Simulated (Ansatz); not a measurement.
Runs of Ansatz 0.2.0 on Mg. The structure is hexagonal, space group P6_3/mmc (No. 194). Conventional cell: a = 3.177 Å, b = 3.177 Å, c = 10.319 Å, α = 90.00°, β = 90.00°, γ = 120.00°. Mg (site symmetry -6m2) has 12 Mg at 3.17 to 3.18 Å as nearest neighbours. Mg (site symmetry -3m) is surrounded by 12 Mg at 3.17 to 3.18 Å. 

```tsv
task	level	cell	smearing	points for each segment of the path	gap on the mesh (eV)	pressure (GPa)	relaxed volume (Å³/atom)
band structure	LDA	as given	fermi-dirac 0.05 eV	14	none	-1.3	-
band structure	PBE	as given	fermi-dirac 0.05 eV	14	none	0.9	-
band structure	PBEsol	as given	fermi-dirac 0.05 eV	14	none	0.2	-
relaxation of cell and atoms	LDA	relaxed	fermi-dirac 0.05 eV	-	-	0.0	21.75
relaxation of cell and atoms	PBE	relaxed	fermi-dirac 0.05 eV	-	-	0.0	23.11
relaxation of cell and atoms	PBEsol	relaxed	fermi-dirac 0.05 eV	-	-	0.0	(b)
single point	PBE	as given	gaussian 0.011 eV	-	none	(a)	-
```

Alike in all rows: potentials or basis Ansatz PAW; no spin polarisation; k mesh 10 × 10 × 3; cutoff (eV) 420.

Problem. Fill in the values left out.

Solution. (a) 1.0; (b) 22.66.

Caveats: the PAW data sets come from PBE, with cores solved anew for the run's functional, which leaves a small shift of forces and pressure (some runs); the plane-wave basis is chosen anew once the cell has moved, so the energies of steps on either side of that aren't comparable (some runs).

A gap of «none» marks a metal or a gap under the smearing width.
